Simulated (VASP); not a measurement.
GaAs:

```
CELL_PARAMETERS angstrom
0.00000 2.83140 2.83140
2.83140 0.00000 2.83140
2.83140 2.83140 0.00000
ATOMIC_POSITIONS crystal
Ga 0.00000 0.00000 0.00000
As 0.25000 0.25000 0.25000
```

Base run:

```yaml
Program: VASP 6.6.1
Functional: TB-mBJ
Potentials_or_basis: VASP PAW PBE potentials, release 64 (Ga_d, As)
Cutoff: 520 eV
k_mesh: 10 × 10 × 10
Occupations: gaussian, width 0.03 eV
Spin: no spin polarisation
```

Its results: band gap on the k mesh 1.55 eV, direct.

Question: The run is repeated on the same cell with these changes: functional from TB-mBJ to r2SCAN. What comes out?

Answer: Band gap on the k mesh 0.96 eV, direct.
